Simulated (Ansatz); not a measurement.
# Phonon dispersion of BiTe at 0.98 times its equilibrium volume

Theory: DFT PBE, scalar-relativistic, plane waves, PAW (Ansatz). Cutoff 420 eV, 12×12×12 k-points (Γ-centred), Fermi-Dirac smearing of 0.15 eV. No spin polarisation. Phonons by linear response, acoustic sum rule imposed.

The cell, relaxed in shape and atoms at 0.98 times its equilibrium volume:
```xyz
2
Lattice="0.0000 3.2330 3.2330 3.2330 0.0000 3.2330 3.2330 3.2330 0.0000" Properties=species:S:1:pos:R:3 pbc="T T T"
Bi    0.0000    0.0000    0.0000
Te    3.2330    3.2330    3.2330
```

In a metal, frequencies and elastic constants depend on the k mesh and the smearing, soft modes and shear constants most. Some empty bands missed the eigensolver's threshold. Spin–orbit coupling is left out, which matters for heavy elements. The q mesh is coarse, so values between its points are rough.

Force constants from linear response on a 2×2×2 q mesh.

Problem. Is the structure dynamically stable on the q mesh?

Solution. Yes, on this mesh: no mode is imaginary.

Problem. Give the frequencies (cm⁻¹) at the points of high symmetry.

Solution.
| point | q | frequencies |
| --- | --- | --- |
| X | 0.500 0.000 0.500 | 11 11 33 65 65 65 |
| U | 0.625 0.250 0.625 | 43 49 55 66 75 75 |
| K | 0.375 0.375 0.750 | 43 49 55 66 75 75 |
| L | 0.500 0.500 0.500 | 63 63 87 88 88 107 |
| W | 0.500 0.250 0.750 | 46 46 60 60 74 74 |

Cost: 1 run of about 8.9 core-minutes, on Intel Xeon Processor @ 2.50GHz (Skylake/Cascade Lake) (shared hosts).